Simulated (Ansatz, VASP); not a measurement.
**One calculation of BN, two programs**

```
B N
1.0
     1.32812    0.76679    3.27694
    -1.32812    0.76679    3.27694
     0.00000   -1.53358    3.27694
B N
1 1
Direct
  0.98485 0.98485 0.98485
  0.34759 0.34759 0.34759
```

Alike in both runs: task single point; functional PBE; k mesh 12 × 12 × 12; occupations gaussian, width 0.02 eV; no spin polarisation.

|  | VASP | Ansatz |
| --- | --- | --- |
| version | VASP 6.6.1 | Ansatz 0.2.0 |
| potentials or method | VASP PAW PBE potentials, release 64 (B, N) | scalar-relativistic, plane waves, PAW |
| plane-wave cutoff (eV) | 520 | 420 |
| valence electrons in the cell | 8 | 8 |

VASP gave:

| Item | Value |
| --- | --- |
| gap on the k mesh at the Fermi level (eV) | 3.14 |
| least direct gap on the mesh (eV) | 3.94 |
| pressure (GPa) | -32.3 |
| largest component of the traceless stress (GPa) | 25.81 |
| rms of the force components (eV/Å) | 2.154 |

Task: Estimate Ansatz's values.

Result: gap on the k mesh at the Fermi level (eV): 3.15; least direct gap on the mesh (eV): 3.95; pressure (GPa): -32.3; largest component of the traceless stress (GPa): 25.93; rms of the force components (eV/Å): 2.153.

Atom by atom the forces differ by 0.001 eV/Å (rms over components).

Caveats: the cell as given lies far from equilibrium; so large a pressure means that the cell lies far from this level's equilibrium, or that cutoff or potentials fall short (VASP); forces of over 1 eV/Å show positions far from the minimum, so gaps and moduli don't describe the material at rest. A k mesh can miss the band edges.
